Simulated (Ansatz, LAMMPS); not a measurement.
# Relaxing amorphous Al2O3 at 3.14 g/cm^3 (90 atoms), part 2 of 2

How does amorphous Al2O3 at 3.14 g/cm^3 (90 atoms) relax, and what do bonds, charges and levels look like afterwards?

Ansatz 0.2.0; Kohn-Sham DFT, PBE, PAW (set soft_2), plane waves.

The cell: 36 Al and 54 O. The quench rate of 50 K/ps far exceeds what a furnace or splat quench reaches. The network of bonds at the start is that of the classical potential that made the cell. Only the Γ point is sampled in the main run, in a cell whose shortest periodic width is 10 Å.

So far. Step 4 (Relaxation): The relaxation changed the energy by -16.1 meV/atom, and atoms moved by 0.10 Å r.m.s., 0.28 Å at most. Step 7 (K-mesh 2×2×2): Forces differ from those of the single point at the relaxed geometry by 6.1 meV/Å r.m.s.; the energy by -2.3 meV/atom, the pressure by +0.051 GPa and the gap by -0.016 eV. It took 2 min and 9 cycles; the reference's time can't be set against it, since the two runs asked for unlike analyses.

## 8. Functional HSE06

HSE06 mixes in a quarter of exact exchange at short range, which counters self-interaction, at a higher cost.

This step: Kohn-Sham DFT, HSE06, PAW (set soft_2), plane waves (Ansatz 0.2.0).

File input.yaml:

```yaml
crystal:
  lattice:
    - [9.8998, 0.0, 0.0]
    - [0.0, 9.8998, 0.0]
    - [0.0, 0.0, 9.8998]
  atoms:
    [... the 90 atom lines of step 6 ...]
kpoints:
  mp_grid: { grid: [1, 1, 1] }
hamiltonian:
  xc: hse06
scf:
  occupations: { method: fermi_dirac, width: 0.025 }
output:
  forces: true
  stress: true
  populations: true
  dos:
    method: { smearing: { sigma: 0.08 } }
    de: 0.05
    projected: { site_lists: { Al: [Al], O: [O] } }
  eigenvalues: true
```

The run is started by

```console
$ ansatz run input.yaml --threads 4 --pin off --max-ram 8192MiB --backend cpu --events-out ev --progress --plain --runs-dir out
```

Wall time 2.9 min (4 threads of Intel Xeon at 2.70GHz, shared host); peak memory 2.6 GiB; 10 min of CPU time.

The program notes that the exchange threshold is loose for the stress and the SCF threshold is loose for the stress.

Geometry and reference: those of the single point at the relaxed geometry.

Forces differ from those of the single point at the relaxed geometry by 86 meV/Å r.m.s.; the pressure by -5.9 GPa and the gap by +1.7 eV. It took 2.9 min and 15 cycles; the reference's time can't be set against it, since the two runs asked for unlike analyses.

Numbers from this run:

* free energy: -50126.0992 eV
* free energy per atom: -556.9567 eV/atom
* SCF cycles: 15
* pressure: -6.944 GPa
* r.m.s. force component: 0.08637 eV/Å
* longest force: 0.3388 eV/Å
* Fermi energy: 6.893 eV
* gap (highest filled to lowest empty level): 5.167 eV
* spilling of the projection: 0.008645

Length of the force by element and coordination:

| element | coordination | atoms | mean length of the force (eV/Å) | spread | least | most |
| --- | --- | --- | --- | --- | --- | --- |
| Al | all | 36 | 0.106 | 0.0497 | 0.0194 | 0.207 |
| Al | 4 | 23 | 0.106 | 0.0505 | 0.0194 | 0.188 |
| Al | 5 | 12 | 0.108 | 0.0502 | 0.0432 | 0.207 |
| Al | 6 | 1 | 0.0948 | 0 | 0.0948 | 0.0948 |
| O | all | 54 | 0.155 | 0.0632 | 0.0498 | 0.339 |
| O | 2 | 5 | 0.228 | 0.0926 | 0.0905 | 0.339 |
| O | 3 | 48 | 0.150 | 0.0529 | 0.0591 | 0.268 |
| O | 4 | 1 | 0.0498 | 0 | 0.0498 | 0.0498 |

Löwdin charges by element and coordination (they lack the spilled electrons, 0.041 e an atom on average):

```
element  coordination  atoms  mean charge (e)  spread   least    most
     Al           all     36             1.40  0.0229    1.33    1.43
     Al             4     23             1.41  0.0102    1.39    1.43
     Al             5     12             1.38  0.0143    1.35    1.40
     Al             6      1             1.33       0    1.33    1.33
      O           all     54           -0.863   0.013  -0.904  -0.829
      O             2      5           -0.889  0.0127  -0.904  -0.869
      O             3     48           -0.860  0.0085  -0.879  -0.834
      O             4      1           -0.829       0  -0.829  -0.829
```

Density of states as counts of states in windows of 1 eV (from the Fermi level), total and the larger projections:

```csv
from (eV),to (eV),total,O p,Al p,Al s
-10,-9,22.9,17.3,1.5,3.7
-9,-8,34.4,26.5,3.3,3.7
-8,-7,47.2,37.6,6.2,2.0
-7,-6,48.1,40.8,5.2,0.9
-6,-5,60.8,54.9,4.1,0.4
-5,-4,58.9,55.7,1.8,0.2
-4,-3,45.2,43.5,0.8,0.1
-3,-2,6.3,6.1,0.1,0.0
-2,2,0.0,0.0,0.0,0.0
2,3,2.0,0.0,0.1,1.2
3,4,0.0,0.0,0.0,0.0
4,5,6.1,0.9,2.4,1.2
```

Between -24 and -10 eV lie 108 more states.

The levels nearest the highest filled one (over half full), pooled over k-points and spins:

```csv
level less the highest filled one (eV),occupation
-0.630,2
-0.595,2
-0.453,2
-0.296,2
-0.240,2
0,2
5.17,0
7.32,0
7.37,0
7.53,0
7.66,0
7.72,0
```

## 9. Functional r2SCAN (500 eV)

The meta-GGA r2SCAN uses the kinetic energy density as well as the density and its gradient. Besides, the cutoff goes from 420 to 500 eV.

This step: Kohn-Sham DFT, r2SCAN, PAW (set soft_2), plane waves (Ansatz 0.2.0).

input.yaml: that of step 8 with these lines changed.

```diff
@@ -10,3 +10,3 @@
 hamiltonian:
-  xc: hse06
+  xc: r2scan
 scf:
```

It took 32 s on 4 threads; peak memory 2.5 GiB.

Geometry and reference: those of the single point at the relaxed geometry.

Forces differ from those of the single point at the relaxed geometry by 66 meV/Å r.m.s.; the pressure by -5.6 GPa and the gap by +0.67 eV. It took 32 s and 9 cycles; the reference's time can't be set against it, since the two runs asked for unlike analyses.

## 10. Functional PBEsol

PBEsol restores the gradient expansion of exchange for slowly varying densities and usually gives shorter bonds in solids than PBE.

This step: Kohn-Sham DFT, PBEsol, PAW (set soft_2), plane waves (Ansatz 0.2.0).

input.yaml: that of step 9 with these lines changed.

```diff
@@ -10,3 +10,3 @@
 hamiltonian:
-  xc: r2scan
+  xc: pbesol
 scf:
```

Wall time 13 s (4 threads); peak memory 1.2 GiB.

Geometry and reference: those of the single point at the relaxed geometry.

Forces differ from those of the single point at the relaxed geometry by 27 meV/Å r.m.s.; the pressure by -3.8 GPa and the gap by -0.11 eV.

## 11. All settings compared

Each row is set against the single point at the relaxed geometry (Kohn-Sham DFT, PBE, PAW (set soft_2), plane waves; r.m.s. force component 0.00209 eV/Å). Energies are set beside the reference only for runs with its functional, potentials and electron count. Times are for 4 threads of Intel Xeon at 2.70GHz, shared host. The reference's time includes grids, which some other runs skip.

| run | Δ force, r.m.s. (meV/Å) | Δ energy (meV/atom) | Δ pressure (GPa) | Δ gap (eV) | cycles | time | host memory (GiB) |
| --- | --- | --- | --- | --- | --- | --- | --- |
| reference | - | - | - | - | 9 | 17 s | 1.2 |
| k-mesh 2×2×2 | 6.06 | -2.35 | 0.0512 | -0.0157 | 9 | 2 min | 5.9 |
| functional HSE06 | 86.3 | - | -5.93 | 1.71 | 15 | 2.9 min | 2.6 |
| functional r2SCAN (500 eV) | 66.0 | - | -5.60 | 0.669 | 9 | 32 s | 2.5 |
| functional PBEsol | 27.3 | - | -3.83 | -0.115 | 8 | 13 s | 1.2 |

## 12. Results

- energy change in the relaxation: -16.1 meV/atom
- r.m.s. displacement: 0.104 Å
- largest displacement: 0.283 Å
- free energy per atom: -556.8491 eV/atom
- pressure: -1.013 GPa
- r.m.s. force component: 0.00209 eV/Å
- gap (highest filled to lowest empty level): 3.459 eV
- wall time of the 7 DFT runs: 6.7 min

Relaxation lowers the energy by 16.1 meV/atom and moves atoms by 0.10 Å r.m.s.; the r.m.s. force component goes from 0.38 to 0.0021 eV/Å. By the final cutoffs 0 of 154 bonded pairs parted and 4 joined. From the first step to the last the energy fell by 1.449 eV, and the largest move was 0.28 Å (O67). The O-Al bonds go from 1.821 Å (spread 0.084) to 1.837 Å (spread 0.076), and their number from 154 to 158. Counting bonds as in the table, 64 % of Al atoms have 4 and 89 % of O atoms have 3 bonded neighbours. 9 % of the oxygens bridge two formers (Al) and 0 % are non-bridging; 89 % join three; 2 % join four. Between filled and empty levels lie 3.46 eV (at Γ alone); a semilocal functional tends to put such gaps too low. In a disordered cell it changes from sample to sample, and tail or defect levels can set it.

Among the changes of functional, dispersion, potentials or spin set against this reference, functional HSE06 moves the forces most, by 86 meV/Å r.m.s. The gap changes by +1.71 eV with HSE06.

What to keep in mind: The network of bonds at the start is that of the classical potential that made the cell; in DFT 0 of its 154 bonded pairs passed out of the cutoffs and 4 came within them. The stress is far from hydrostatic: its diagonal is -1.2, -3.1, 1.3 GPa, compression counted positive.

Against the measurements quoted at the start:

```csv
quantity,measured,this cell,difference,method of the measurement
number of O about Al,4.73,4.39,-7.2 %,27Al MAS NMR
```

The cell differs from the measured neighbour counts by up to 7.2 %. The network comes from the model that made the cell; in DFT 0 of its 154 bonded pairs passed out of the cutoffs and 4 came within them. Our coordination numbers hang on a cutoff, and experiments count neighbours in their own ways.

[Logs are printed without paths, hosts, clocks, repeated set-up lines and the standing remarks that a program may print on its own settings, such as how far it seeks lower states.]

[Hosts, paths, dates, database ids (printed as entryN), source tags and the programs' standing remarks are cut or masked in the printed files.]
